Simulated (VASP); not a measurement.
Here is a VASP 6.6.1 calculation.

File INCAR:

```
SYSTEM = AlN
ALGO = Fast ; EDIFF = 1E-6
ENCUT = 520 ; GGA = PE
GGA_COMPAT = .FALSE. ; ISIF = 2
ISMEAR = 0 ; KPAR = 8
LASPH = .TRUE. ; LCHARG = .FALSE.
LORBIT = 11 ; LREAL = .FALSE.
LSORBIT = .TRUE. ; LWAVE = .FALSE.
MAGMOM = 0 0 0 0 0 0 0 0 0 0 0 0 0 0 0 0 0 0 0 0 0 0 0 0 ; NELM = 60
PREC = Accurate ; SIGMA = 0.02
```

File KPOINTS:

```
k-points
0
G
  8 5 5
  0 0 0
```

POSCAR

```
AlN                                     
1.0
    3.1179847954      0.0000000000      0.0000000000
    0.0000000000      5.0511353685      0.0000000000
    0.0000000000      0.0000000000      5.4136602957
  Al              N             
     4     4
Direct
     0.0000000000000000    0.0009521955482532    0.3334629955419193
     0.5000000000000000    0.0009521955482532    0.8334629955419194
     0.5000000000000000    0.5009521955482532    0.1665370044580807
     0.0000000000000000    0.5009521955482532    0.6665370044580806
     1.0000000000000000    0.6210478044517467    0.3334904335549495
     0.5000000000000000    0.6210478044517467    0.8334904335549496
     0.5000000000000000    0.1210478044517467    0.1665095664450505
     1.0000000000000000    0.1210478044517467    0.6665095664450504
```

KPOINTS_OPT

```
path GXSYGZURTZ,YT,UX,SR
15
line-mode
reciprocal
 0.0000000000  0.0000000000  0.0000000000  G
 0.5000000000  0.0000000000  0.0000000000  X

 0.5000000000  0.0000000000  0.0000000000  X
 0.5000000000  0.5000000000  0.0000000000  S

 0.5000000000  0.5000000000  0.0000000000  S
 0.0000000000  0.5000000000  0.0000000000  Y

 0.0000000000  0.5000000000  0.0000000000  Y
 0.0000000000  0.0000000000  0.0000000000  G

 0.0000000000  0.0000000000  0.0000000000  G
 0.0000000000  0.0000000000  0.5000000000  Z

 0.0000000000  0.0000000000  0.5000000000  Z
 0.5000000000  0.0000000000  0.5000000000  U

 0.5000000000  0.0000000000  0.5000000000  U
 0.5000000000  0.5000000000  0.5000000000  R

 0.5000000000  0.5000000000  0.5000000000  R
 0.0000000000  0.5000000000  0.5000000000  T

 0.0000000000  0.5000000000  0.5000000000  T
 0.0000000000  0.0000000000  0.5000000000  Z

 0.0000000000  0.5000000000  0.0000000000  Y
 0.0000000000  0.5000000000  0.5000000000  T

 0.5000000000  0.0000000000  0.5000000000  U
 0.5000000000  0.0000000000  0.0000000000  X

 0.5000000000  0.5000000000  0.0000000000  S
 0.5000000000  0.5000000000  0.5000000000  R
```

Potentials or basis: VASP PAW PBE potentials, release 64 (Al, N).

The run is started by

```bash
$ cat potpaw_PBE.64/Al/POTCAR potpaw_PBE.64/N/POTCAR > POTCAR
$ mpirun -np 8 vasp_ncl > vasp.out
```

(1) What does it give for the net moment?

(2) Predict the pressure.

Answers

(1) 0.00 μB per cell.

(2) -0.4 GPa.
